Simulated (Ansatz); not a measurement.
# Fe (P6_3/mmc) in Ansatz: a series of runs

The runs below take Fe through relaxation of cell and atoms, single point, with revPBE+D4, PBE, RPBE+D4, PBE+D4.

Program: Ansatz 0.2.0. These are calculated values, not measurements. Logs are shortened: lines on timing, memory, paths and dates and some standing lists are left out, and cuts for length are marked.

## 1. The crystal as given

It takes space group P6_3/mmc (No. 194, hexagonal). The conventional cell has a = 2.434 Å, b = 2.434 Å, c = 3.842 Å, α = 90.00°, β = 90.00°, γ = 120.00°. Fe (site symmetry -6m2) has 12 Fe at 2.38 to 2.43 Å as nearest neighbours.

This isn't the form of Fe at room conditions, which is bcc.

## 2. Relaxation of cell and atoms, revPBE+D4, collinear spin, ferromagnetic start

input.yaml reads:

```yaml
crystal:
  lattice:
    - [2.4341575853, 0.0, 0.0]
    - [-1.2170787927, 2.1080423057, 0.0]
    - [0.0, 0.0, 3.84193447]
  atoms:
    - { symbol: Fe, position: [0.6666666667, 0.3333333333, 0.75], spin: 3.0 }
    - { symbol: Fe, position: [0.3333333333, 0.6666666667, 0.25], spin: 3.0 }
kpoints:
  mp_grid: { grid: [12, 12, 7] }
scf:
  occupations: { method: fermi_dirac, width: 0.05 }
hamiltonian:
  xc: revpbe
  dispersion: d4
  pseudopotentials: { kind: all_electron, lapw: { basis_error: 0.001 } }
magnetization:
  spin_polarized: true
output:
  forces: true
  stress: true
relax:
  f_tol: 0.02
  max_steps: 60
  cell: {}
```

Potentials or basis: all-electron LAPW, scalar-relativistic.

Launch:

```sh
> ansatz run input.yaml --threads 2 --pin off --max-ram 6144MiB --backend cpu --events-out ev --progress --plain --runs-dir out
```

Log:

```text
Warning: RAYON_NUM_THREADS=2 ignored (pool sized by the plan → 2); use --threads N
The last accepted step is kept in <dir> (removed where the run ends without a failure and the disk answers)
LAPW: plane waves up to 9.769 Å⁻¹, error target 1.0e-3 eV per atom; small_component_spin mean_spin; Fe in spheres of 1.154 Å, 16 of its electrons in bands, Dirac shells [] (how accurate: hamiltonian.pseudopotentials.lapw.basis_error, Limitations)
Engine: ansatz 0.2.0, aarch64-unknown-linux-gnu
Pseudopotentials: kind: all_electron
Pseudopotential: Fe, LAPW, valence charge 16, lapw/all_electron/scalar/gaussian/Fe, Koelling and Harmon's equation, gaussian nucleus
Functional definition: revPBE
  parameter kappa = 1.245
  parameter beta = 0.06672455060314922
  exchange = pbe_x(kappa = kappa, mu = beta*pi^2/3)
  correlation = pbe_c(beta = beta)
Crystal: 2 atoms, lattice volume = 19.714 Å³
Basis set: ecut = 363.57874259578637 eV, 311 PW (Γ), exchange–correlation at level 2
Bands: 23, of which v1, the nominal top of the filled ones, is band 16 counted from 1 (15 counted from 0)
Symmetry: 24 space group operations
Space group: P63/mmc (ITA 194), of the structure as read, at distance tolerance 2.7e-5 Å
Magnetic group: BNS 194.263 (UNI 1493), of the structure as read, at distance tolerance 2.7e-5 Å
k-points: 76 of 1008
Non-local potential: Fe, projectors of the file, none
Initial density: superposition of atomic densities (chi_scale 0.1, normalization cell)
Starting moments: Σ|m| = 6 μB on 2 of 2 sites
Initial wavefunctions: plane waves of lowest kinetic energy (no species holds an atomic orbital)
Functional: x = revpbe(κ = 1.245, μ = 0.2195149727645171), c = pbe(β = 0.06672455060314922)
iter 1 solved again at ethr=1.12e-4 eV; its pass at ethr=1.00e-1 eV (dr2=3.57e-2 eV) is discarded
SCF iter   1: F=—  HF=-69274.908006 eV  |F-HF|=—  |Δ(HF+E_count)|=         —  Δρ=2.91e-2 (↑2.91e-2 ↓2.87e-2)  dr2=3.60e-2  dr2_m=1.37e-1  M=4.936 μB ∫|m|=4.967 μB  β_m=0.30  ethr=1.12e-4  ⟨swp⟩=3.0  Hψ=25994  notcnv=0
Mixer restart at iter 1: flushing history
preconditioner: auto → none  [metal: Δε(μ)=0.015 eV  Ē_g=10.245 eV  σ=0.050 eV  W_gap=0.08  n_scr=2 (ndim 8)  ℏωp=33.5 eV  f_vac=0.000  D(μ)=2.48/eV (n_scr^D=34)  sad-step TF]
SCF iter   2: F=—  HF=-69278.118644 eV  |F-HF|=—  |Δ(HF+E_count)|=         —  Δρ=1.48e-1 (↑1.48e-1 ↓1.44e-1)  dr2=1.74e-2  dr2_m=3.85e0  M=0.706 μB ∫|m|=0.756 μB  β_m=1.00  ethr=1.12e-4  ⟨swp⟩=2.3  Hψ=10156  notcnv=0
Mixer restart at iter 2: flushing history
SCF iter   3: F=—  HF=-69276.179835 eV  |F-HF|=—  |Δ(HF+E_count)|=    1.94e0  Δρ=1.57e-2 (↑1.09e-2 ↓1.57e-2)  dr2=7.59e-3  dr2_m=2.92e-2  M=0.292 μB ∫|m|=0.353 μB  β_m=0.30  ethr=1.56e-4  ⟨swp⟩=3.0  Hψ=11391  notcnv=0
iter 4 solved again at ethr=7.46e-7 eV; its pass at ethr=2.37e-5 eV (dr2=2.39e-4 eV) is discarded
SCF iter   4: F=—  HF=-69276.071782 eV  |F-HF|=—  |Δ(HF+E_count)|=   1.08e-1  Δρ=1.14e-2 (↑1.14e-2 ↓1.08e-2)  dr2=2.39e-4  dr2_m=2.22e-2  M=0.225 μB ∫|m|=0.276 μB  β_m=0.48  ethr=7.46e-7  ⟨swp⟩=2.0  Hψ=18364  notcnv=0
SCF iter   5: F=—  HF=-69276.080264 eV  |F-HF|=—  |Δ(HF+E_count)|=   8.48e-3  Δρ=7.42e-3 (↑6.87e-3 ↓7.42e-3)  dr2=8.48e-5  dr2_m=9.20e-3  M=0.149 μB ∫|m|=0.185 μB  β_m=0.51  ethr=7.45e-7  ⟨swp⟩=2.5  Hψ=10181  notcnv=0
SCF iter   6: F=—  HF=-69276.078709 eV  |F-HF|=—  |Δ(HF+E_count)|=   1.55e-3  Δρ=2.20e-3 (↑2.02e-3 ↓2.20e-3)  dr2=7.20e-6  dr2_m=8.04e-4  M=0.044 μB ∫|m|=0.058 μB  β_m=0.78  ethr=2.65e-7  ⟨swp⟩=3.0  Hψ=10837  notcnv=0
SCF iter   7: F=—  HF=-69276.078579 eV  |F-HF|=—  |Δ(HF+E_count)|=   1.30e-4  Δρ=1.43e-4 (↑9.21e-5 ↓1.43e-4)  dr2=1.74e-6  dr2_m=1.72e-6  M=-0.000 μB ∫|m|=0.002 μB  β_m=0.89  ethr=2.25e-8  ⟨swp⟩=3.2  Hψ=11100  notcnv=0
SCF iter   8: F=—  HF=-69276.078606 eV  |F-HF|=—  |Δ(HF+E_count)|=   2.72e-5  Δρ=3.42e-5 (↑2.44e-5 ↓3.42e-5)  dr2=9.30e-8  dr2_m=1.13e-7  M=0.000 μB ∫|m|=0.001 μB  β_m=0.94  ethr=5.43e-9  ⟨swp⟩=3.0  Hψ=10398  notcnv=0
SCF iter   9: F=—  HF=-69276.078607 eV  |F-HF|=—  |Δ(HF+E_count)|=   1.12e-6  Δρ=1.15e-5 (↑1.15e-5 ↓8.59e-6)  dr2=2.25e-9  dr2_m=1.74e-8  M=0.000 μB ∫|m|=0.000 μB  β_m=0.91  ethr=2.91e-10  ⟨swp⟩=3.0  Hψ=10514  notcnv=0
SCF iter  10: F=—  HF=-69276.078607 eV  |F-HF|=—  |Δ(HF+E_count)|=   8.00e-9  Δρ=2.61e-6 (↑2.61e-6 ↓1.99e-6)  dr2=1.13e-10  dr2_m=9.20e-10  M=0.000 μB ∫|m|=0.000 μB  β_m=0.96  ethr=7.02e-12  ⟨swp⟩=2.5  Hψ=10196  notcnv=0
SCF iter  11: F=—  HF=-69276.078607 eV  |F-HF|=—  |Δ(HF+E_count)|=  7.57e-10  Δρ=2.56e-7 (↑2.06e-7 ↓2.56e-7)  dr2=2.20e-12  dr2_m=8.93e-12  M=-0.000 μB ∫|m|=0.000 μB  β_m=0.98  ethr=1.07e-12 (applied; sched 1.00e-12)  ⟨swp⟩=3.0  Hψ=10272  notcnv=0
SCF iter  12: F=-69276.078607 eV  HF=-69276.078607 eV  |F-HF|=2.91e-11  |Δ(HF+E_count)|=  2.91e-11  Δρ=6.41e-8 (↑2.30e-8 ↓6.41e-8)  dr2=5.57e-13  dr2_m=1.44e-13  M=-0.000 μB ∫|m|=0.000 μB  ethr=1.00e-12  ⟨swp⟩=2.0  Hψ=9534  notcnv=0
[... 37 lines left out ...]
SCF iter   1: F=—  HF=-69276.082691 eV  |F-HF|=—  |Δ(HF+E_count)|=         —  Δρ=6.65e-6 (↑6.65e-6 ↓6.65e-6)  dr2=2.91e-8  dr2_m=2.52e-18  M=-0.000 μB ∫|m|=0.000 μB  β_m=0.65  ethr=2.42e-11  ⟨swp⟩=5.0  Hψ=22766  notcnv=0
preconditioner: auto → none  [metal: Δε(μ)=0.013 eV  Ē_g=9.566 eV  σ=0.050 eV  W_gap=0.06  n_scr=2 (ndim 8)  ℏωp=33.2 eV  f_vac=0.000  D(μ)=2.46/eV (n_scr^D=34)]
SCF iter   2: F=-69276.082691 eV  HF=-69276.082691 eV  |F-HF|=1.31e-9  |Δ(HF+E_count)|=  5.82e-11  Δρ=1.47e-6 (↑1.47e-6 ↓1.47e-6)  dr2=1.30e-9  dr2_m=2.76e-19  M=-0.000 μB ∫|m|=0.000 μB  ethr=2.42e-11  ⟨swp⟩=2.9  Hψ=9784  notcnv=0
the starting moments were not kept: the SCF closed with an absolute magnetisation of 2.2e-9 μB, where they sum to 6 μB in size (2 sites). That is at most 0.1 of that sum. Measured as dr2_m measures the in/out step, that magnetisation stands 4.9e-19 eV from none, at or under the dr2_threshold of 1.0e-7 eV: it is no larger than a step whose dr2_m would equal this threshold.
SCF 4 converged in 2 iterations: F = -69276.082691 eV  dr2 = 1.30e-9
relax step   4: F+E_penalty+E_count = -69276.08269128 eV  Δ(F+E_penalty+E_count) = -8.584e-7 eV  max|allowed force component| = 5.320e-17 eV/Å  Δτ_max = 0.0000 Å  P = -0.001 GPa  Ω = 19.988 Å³  (2 SCF iters, accepted)
iter 1 solved again at ethr=5.61e-12 eV; its pass at ethr=1.00e-1 eV (dr2=1.80e-9 eV) is discarded
SCF iter   1: F=—  HF=-69276.082692 eV  |F-HF|=—  |Δ(HF+E_count)|=         —  Δρ=1.50e-6 (↑1.50e-6 ↓1.50e-6)  dr2=1.39e-9  dr2_m=4.48e-19  M=-0.000 μB ∫|m|=0.000 μB  β_m=0.65  ethr=5.61e-12  ⟨swp⟩=3.9  Hψ=21169  notcnv=0  reapply=48
preconditioner: auto → none  [metal: Δε(μ)=0.013 eV  Ē_g=9.566 eV  σ=0.050 eV  W_gap=0.07  n_scr=2 (ndim 8)  ℏωp=33.2 eV  f_vac=0.000  D(μ)=2.46/eV (n_scr^D=34)]
SCF iter   2: F=—  HF=-69276.082692 eV  |F-HF|=—  |Δ(HF+E_count)|=  5.82e-10  Δρ=6.08e-7 (↑6.08e-7 ↓6.08e-7)  dr2=1.54e-10  dr2_m=1.36e-19  M=-0.000 μB ∫|m|=0.000 μB  β_m=0.40  ethr=4.36e-12  ⟨swp⟩=2.8  Hψ=9807  notcnv=0
SCF iter   3: F=-69276.082692 eV  HF=-69276.082692 eV  |F-HF|=1.08e-9  |Δ(HF+E_count)|=   2.17e-9  Δρ=7.86e-7 (↑7.86e-7 ↓7.86e-7)  dr2=2.42e-10  dr2_m=8.75e-20  M=-0.000 μB ∫|m|=0.000 μB  ethr=1.06e-12 (applied; sched 1.00e-12)  ⟨swp⟩=3.0  Hψ=10554  notcnv=0
the starting moments were not kept: the SCF closed with an absolute magnetisation of 8.4e-10 μB, where they sum to 6 μB in size (2 sites). That is at most 0.1 of that sum. Measured as dr2_m measures the in/out step, that magnetisation stands 8.8e-20 eV from none, at or under the dr2_threshold of 1.0e-7 eV: it is no larger than a step whose dr2_m would equal this threshold.
SCF 5 converged in 3 iterations: F = -69276.082692 eV  dr2 = 2.42e-10
relax step   5: F+E_penalty+E_count = -69276.08269176 eV  Δ(F+E_penalty+E_count) = -4.796e-7 eV  max|allowed force component| = 3.932e-17 eV/Å  Δτ_max = 0.0000 Å  P = -0.000 GPa  Ω = 19.988 Å³  stress off target by 3.37e-3 GPa  SCF on the basis re-selected at this cell (its energy is not comparable with the rows above)  (3 SCF iters)
basis re-selected at this cell: Δ(F+E_penalty+E_count) = -4.796e-7 eV, ΔP = +0.000 GPa vs the last step (what re-selecting the basis moved, after the strain that the cell walked since its last selection, with what the two solves' SCF thresholds leave and, on support functions, any second-order correction that the steps lacked; it is no measure of the basis error at this ecutwfc). This SCF's stress stands 3.37e-3 GPa from its target on what of the cell is left free (relax.cell.stress_tol is 5.00e-2 GPa) and its largest allowed force component is 3.93e-17 eV/Å (relax.f_tol is 2.00e-2 eV/Å): within both
SCF converged after 3 iterations
Magnetization: -0.0000 μB (16.0000 up, 16.0000 down)
Absolute magnetization: 0.0000 μB (∫|ρ↑−ρ↓|)
Spin contamination: 0.0000 ħ² per cell (⟨S²⟩ above its minimum at these occupations)
Per-site moments (μB) at R_I (Å): [(-3.4848746111038054e-10, 1.1596966654720327), (-3.4848746111038054e-10, 1.1596966654720327)]
Free energy (F): -69276.082692 eV
Harris-Foulkes:  -69276.082692 eV  (|F-HF|=1.08e-9)
Internal energy: -69276.062775 eV  (E = F + TS)
E sigma→0 (E₀):  -69276.072733 eV
Entropy (-TS):   -0.019917 eV (-9.959 meV/atom)
Fermi energy:    21.839192 eV
--- Per-component energies (eV) ---
  E_band       = -332.143381
  E_kinetic    = 70232.439965
  E_xc         = -3051.168325
  E_electrostatic = -136456.000238  (all electrons and nuclei)
  E_disp       = -1.334177  (pairwise vdW)
  E_smearing   = -0.019917  (= −TS)
  E_closure    = 0.000000  (closes the sum)
  E_atoms      = -69257.594394  (free atoms, spherical and without spin; not in F)
  Σ components = -69276.082692   (vs F -69276.082692, Δ=0.00e0)
  Basis errors (estimates in eV, not in F): energy 2.2e-4 per atom: plane waves 2.1e-4 (1.1e-4 summed), levels above the bands 5.1e-104, relativity 1.4e-8, radial functions 7.0e-6, core shells 3.4e-8; eigenvalues (radial functions only) 4.3e-7; not estimated: angular momenta, meshes, grids; target (lapw.basis_error) 1.0e-3; muffin-tin radii Fe 1.160 Å
--- Forces (eV/Å), atoms counted from 1 ---
  atom   1  Fe    -0.00000000    -0.00000000    -0.00000000
  atom   2  Fe     0.00000000     0.00000000     0.00000000
  max |Σ_I F_I| component: 9.25e-18 eV/Å
--- Stress (GPa, compression-positive) ---
       -0.001965      -0.000000       0.000000
       -0.000000      -0.001965      -0.000000
        0.000000      -0.000000       0.003368
  P = ⅓ Tr σ = -0.0002 GPa (-0.002 kbar)
--- Relaxed structure (4 steps of the walk, 4 accepted, 1 SCFs on fresh bases) ---
  F+E_penalty+E_count = -69276.08269176 eV   max|allowed force component| = 3.932e-17 eV/Å   (the final SCF, on the basis selected at the relaxed cell)
  cell:  # Å, volume = 19.9879 Å³
    - [2.44191734102613, 2.8959562246746783e-11, -2.8923128730120364e-35]
    - [-1.2209586705381448, 2.114762451255897, 1.6318503953427457e-34]
    - [-2.2825302257950283e-35, 2.7105046431315966e-34, 3.8705761464487796]
  atoms:
    - { symbol: Fe, position: [0.6666666666666666, 0.33333333333333326, 0.7499999999999999] }
    - { symbol: Fe, position: [0.3333333333333333, 0.6666666666666666, 0.24999999999999997] }
```

It took 62 s on 2 threads of Arm Neoverse V2, shared host; peak memory 0.53 GiB.

What came out:

* Free energy: -69276.0827 eV
* Relaxed volume: 9.99 Å³/atom
* Relaxed cell: a = 2.442 Å, b = 2.442 Å, c = 3.871 Å, α = 90.00°, β = 90.00°, γ = 120.00°
* Space group after relaxing (to 0.05 Å): P6_3/mmc (No. 194)
* Energy gained by relaxing: 2.0 meV/atom
* Ionic steps: 5
* Pressure after relaxing: 0.0 GPa
* Net moment: 0.00 μB per cell
* Absolute moment: 0.00 μB per cell

The path:
```
step  energy change (eV)  largest force (eV/Å)  volume (Å³)
   1              0.0000                0.0000        19.71
   2             -0.0032                0.0000        19.86
   3             -0.0041                0.0000        19.98
   4             -0.0041                0.0000        19.99
   5             -0.0041                0.0000        19.99
```

Final structure:
```
Fe
1.0
     2.44192    0.00000    0.00000
    -1.22096    2.11476    0.00000
     0.00000    0.00000    3.87058
Fe
2
Direct
  0.66667 0.33333 0.75000
  0.33333 0.66667 0.25000
```

Caveat: the starting moments collapsed, and a magnetic state may lie lower; the starting moments weren't kept.

[end of part 1 of 2]
